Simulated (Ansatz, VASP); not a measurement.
## One calculation of Ti, two programs

The input INCAR:

```
PREC = Accurate ; ENCUT = 520
EDIFF = 1E-7 ; ISMEAR = 0
SIGMA = 0.1 ; LREAL = False
LASPH = True ; NELM = 100
ALGO = Normal ; ISIF = 2
LWAVE = False ; LCHARG = False
LDIPOL = True ; IDIPOL = 3
DIPOL = 0.5 0.5 0.310 ; GGA = PE
NBANDS = 45
```

Contents of KPOINTS:

```
regular mesh
0
Gamma
  9 6 1
```

The input POSCAR:

```
Ti
1.0
    2.8321726458      0.0000000000      0.0000000000
    0.0000000000      4.5795363026      0.0000000000
    0.0000000000      0.0000000000     23.5510893874
Ti
6
Direct
    0.5000000000      0.0000000000      0.1698435233
    0.0000000000      0.5000000000      0.2259767339
    0.5000000000      0.0000000000      0.2821099444
    0.5000000000      0.5000000000      0.3394934593
    0.0000000000      0.0000000000      0.3940191404
    0.5000000000      0.5000000000      0.4480085492
```

Input for Ansatz:

```yaml
crystal:
  lattice:
    - [2.8321726458, 0.0, 0.0]
    - [0.0, 4.5795363026, 0.0]
    - [0.0, 0.0, 23.5510893874]
  atoms:
    - { symbol: Ti, position: [0.5, 0.0, 0.1698435233] }
    - { symbol: Ti, position: [0.0, 0.5, 0.2259767339] }
    - { symbol: Ti, position: [0.5, 0.0, 0.2821099444] }
    - { symbol: Ti, position: [0.5, 0.5, 0.3394934593] }
    - { symbol: Ti, position: [0.0, 0.0, 0.3940191404] }
    - { symbol: Ti, position: [0.5, 0.5, 0.4480085492] }
basis:
  ecutwfc: 420
kpoints:
  mp_grid: { grid: [9, 6, 1] }
hamiltonian:
  xc: pbe
scf:
  occupations: { method: gaussian, width: 0.1 }
output:
  forces: true
  eigenvalues: true
efield:
  axis: 3
  dipole_correction: true
  ramp_width: 0.04
```

Alike in both runs: task single point; functional PBE; k mesh 9 × 6 × 1; occupations gaussian, width 0.1 eV; no spin polarisation.

```csv
,VASP,Ansatz
version,VASP 6.6.1,Ansatz 0.2.0
potentials or method,"VASP PAW PBE potentials, release 64 (Ti_sv)","scalar-relativistic, plane waves, PAW"
plane-wave cutoff (eV),520,420
valence electrons in the cell,72,72
```

```tsv
	VASP	Ansatz	Ansatz less VASP
gap on the k mesh at the Fermi level (eV)	none	none	-
rms of the force components (eV/Å)	0.116	0.114	-0.0026
```

Atom by atom the forces differ by 0.004 eV/Å (rms over components). A gap of «none» marks a metal or a gap that the smearing closes. With one functional, cell and mesh, what is left measures potentials, basis and numerics.
